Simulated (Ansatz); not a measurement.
Input and command of a calculation in Ansatz (plane waves; scalar-relativistic PAW potentials unless the input names others):

```yaml
crystal:
  lattice:
    - [3.1011263898, 0.0, 0.0]
    - [-1.5505631949, 2.6856542339, 0.0]
    - [0.0, 0.0, 4.8819494998]
  atoms:
    - { symbol: Ta, position: [0.6666666667, 0.3333333333, 0.7449004294] }
    - { symbol: Ta, position: [0.3333333333, 0.6666666667, 0.2550995706] }
    - { symbol: "N", position: [0.0, 0.0, 0.0] }
basis:
  ecutwfc: 420
kpoints:
  mp_grid: { grid: [18, 18, 10] }
hamiltonian:
  xc: lda+u
scf:
  occupations: { method: gaussian, width: 0.1 }
  max_iter: 60
output:
  forces: true
  eigenvalues: true
  stress: true
```

```bash
ansatz run input.yaml --threads 1 --pin off --max-ram 2560MiB --backend cpu --events-out ev --progress --plain --runs-dir out
```

**Question.** Will this input run?

**Answer.** The program refuses it, because of an unknown functional (hamiltonian.xc: "pbe" → "lda+u"). With the sound run's settings it is accepted.

Abridged log:
```
Error: YAML parse error: error: line 15 column 7: hamiltonian.xc: unknown variant `lda+u`, expected one of `lda`, `lda-pw`, `pw92`, `pbe`, `pbesol`, `rpbe`, `revpbe`, `blyp`, `pbe0`, `revpbe0`, `b3lyp`, `b3lyp5`, `hse06`, `wpbeh`, `hiss`, `lc_wpbe`, `cam_b3lyp`, `hf`, `r2scan`, `r2scanh`, `r2scan0`, `r2scan50`, `mr2scan`
  --> <input>:15:7
   |
13 |   mp_grid: { grid: [18, 18, 10] }
14 | hamiltonian:
15 |   xc: lda+u
   |       ^ hamiltonian.xc: unknown variant `lda+u`, expected one of `lda`, `lda-pw`, `pw92`, `pbe`, `pbesol`, `rpbe`, `revpbe`, `blyp`, `pbe0`, `revpbe0`, `b3lyp`, `b3lyp5`, `hse06`, `wpbeh`, `hiss`, `lc_wpbe`, `cam_b3lyp`, `hf`, `r2scan`, `r2scanh`, `r2scan0`, `r2scan50`, `mr2scan`
16 | scf:
17 |   occupations: { method: gaussian, width: 0.1 }
   |
```